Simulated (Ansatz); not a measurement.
Here is an Ansatz 0.2.0 calculation.

The input input.yaml:

```yaml
crystal:
  lattice:
    - [-1.9814305318, 1.9814305318, 1.9814305318]
    - [1.9814305318, -1.9814305318, 1.9814305318]
    - [1.9814305318, 1.9814305318, -1.9814305318]
  atoms:
    - { symbol: Bi, position: [0.0, 0.0, 0.0] }
kpoints:
  mp_grid: { grid: [9, 9, 9] }
  band_path:
    path:
      - [0.0, 0.0, 0.0]
      - [0.5, -0.5, 0.5]
      - [0.0, 0.0, 0.5]
      - [0.0, 0.0, 0.0]
      - [0.25, 0.25, 0.25]
      - [0.5, -0.5, 0.5]
    npoints: 10
scf:
  occupations: { method: fermi_dirac, width: 0.05 }
hamiltonian:
  xc: lda
  pseudopotentials: { kind: all_electron, lapw: { basis_error: 0.001 } }
output:
  forces: true
  stress: true
  eigenvalues: true
```

Potentials or basis: all-electron LAPW, scalar-relativistic.

Run with:

```console
$ ansatz run input.yaml --threads 1 --pin off --max-ram 3072MiB --backend cpu --events-out ev --progress --plain --runs-dir out
```

Problem. Predict the pressure.

Solution. -3.3 GPa.

Problem. Predict the band gap along the path.

Solution. None (metal or under the smearing width).

Levels at the corners of the path, in eV from the Fermi level:
```csv
point,band 14,band 15,band 16,band 17,band 18,band 19,band 20,band 21,band 22,band 23
Γ,-22.92,-22.79,-22.79,-13.56,5.04,5.04,5.04,9.18,10.54,10.54
H,-22.72,-22.72,-22.72,-8.46,-1.81,-1.81,-1.81,3.63,3.63,15.30
N,-22.79,-22.79,-22.70,-10.54,-5.05,1.53,3.42,6.05,7.65,12.40
Γ,-22.92,-22.79,-22.79,-13.56,5.04,5.04,5.04,9.18,10.54,10.54
P,-22.85,-22.79,-22.79,-10.02,-2.32,-2.32,-2.32,14.96,14.96,14.96
H,-22.72,-22.72,-22.72,-8.46,-1.81,-1.81,-1.81,3.63,3.63,15.30
```

Caveat: spin-orbit coupling is left out, which moves the levels of the heavy elements.
